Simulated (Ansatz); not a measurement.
Calculated with Ansatz (gas phase, PBE0-D4/def2-TZVP geometries, no zero-point term in ΔE). CBS: MP2 limit from def2 TZ/QZ plus the TZ coupled-cluster correction, frozen cores. This one scheme is used for every species. Functionals use def2-TZVPP. HSE06 is defined as in plane-wave codes. For Zn outer-core shells are correlated without core-valence functions, which leaves a few kJ/mol of doubt a bond. Scalar relativity is left out up to krypton. One conformer a species, not always the lowest.

Consider the ligand exchange at a Zn–C bond: `C[CH2][Zn][F]` + `CC(C)(C)O` → `CC(C)(C)[O][Zn][F]` + `CC`.

`C[CH2][Zn][F]`:

```xyz
9

C    -0.065    0.927   -0.683
C    -0.562   -0.172    0.252
Zn    0.791   -1.395    0.877
F     2.022   -2.511    1.448
H     0.385    0.521   -1.592
H    -0.887    1.580   -0.995
H     0.686    1.562   -0.207
H    -1.035    0.262    1.138
H    -1.335   -0.773   -0.238
```

`CC(C)(C)O`:

```xyz
15

C    -1.347   -0.028    0.510
C    -0.023    0.002   -0.242
C     0.617    1.374   -0.148
C     0.920   -1.071    0.286
O    -0.256   -0.207   -1.633
H    -2.028    0.721    0.104
H    -1.822   -1.010    0.418
H    -1.203    0.173    1.575
H    -0.053    2.132   -0.559
H     1.548    1.395   -0.717
H     0.838    1.628    0.891
H     1.152   -0.911    1.342
H     1.854   -1.064   -0.280
H     0.469   -2.064    0.192
H    -0.666   -1.070   -1.741
```

`CC(C)(C)[O][Zn][F]`:

```xyz
16

C     1.479   -0.709    0.679
C     0.213   -0.066    0.129
C    -0.960   -1.032    0.238
C     0.419    0.349   -1.322
O    -0.025    1.077    0.931
Zn   -1.402    2.143    0.661
F    -2.719    3.271    0.498
H     2.310   -0.004    0.622
H     1.742   -1.607    0.116
H     1.334   -0.982    1.726
H    -0.782   -1.952   -0.324
H    -1.874   -0.575   -0.161
H    -1.136   -1.294    1.284
H     1.230    1.077   -1.393
H    -0.492    0.809   -1.724
H     0.662   -0.505   -1.958
```

`CC`:

Cartesian coordinates in Å:
```
C -0.624 0.394 0.180
C 0.624 -0.394 -0.180
H -1.530 -0.186 -0.009
H -0.628 0.675 1.235
H -0.696 1.315 -0.405
H 1.530 0.186 0.009
H 0.628 -0.675 -1.235
H 0.696 -1.314 0.405
```

```tsv
level	ΔE (kJ/mol)	difference from CCSD(T)/CBS
LDA (SPW92)	-33.8	15.3
B97M-V	-52.3	-3.2
HSE06-D4	-39.3	9.8
CAM-B3LYP-D4	-47.1	2.0
ωB97X-V	-46.8	2.3
r2SCAN	-45.9	3.2
PBE0	-36.6	12.5
CAM-B3LYP	-44.2	4.9
MP2/def2-SVP	-62.5	-13.4
CCSD(T)/def2-SVP	-63.0	-13.9
CCSD(T)/def2-TZVPP	-48.8	0.3
HF/def2-QZVPP	-62.1	-13.0
MP2/def2-QZVPP	-48.3	0.8
SCS-MP2/def2-QZVPP	-51.6	-2.5
MP2/CBS(def2)	-47.0	2.1
CCSD/CBS(def2)	-49.3	-0.2
CCSD(T)/CBS	-49.1	0
```

Largest T1 diagnostic among the species: 0.015.

The D4 term adds −4.6 kJ/mol with B3LYP and −2.7 kJ/mol with PBE0; it sums over pairs of atoms, weighted by their polarisabilities, and B3LYP, whose exchange is more repulsive, gets the larger term. Leaving LDA and LC-ωPBE aside and taking each functional with its dispersion term where it has one, the values, not all of them listed here, spread over 14.5 kJ/mol, from B97M-V to PBE-D4.

B3LYP here is the variant with VWN-RPA as its local correlation; programs differ in this.

CCSD(T)/CBS has its own doubt, a few kJ/mol and more with outer-core shells, so smaller differences from it don't rank the levels.
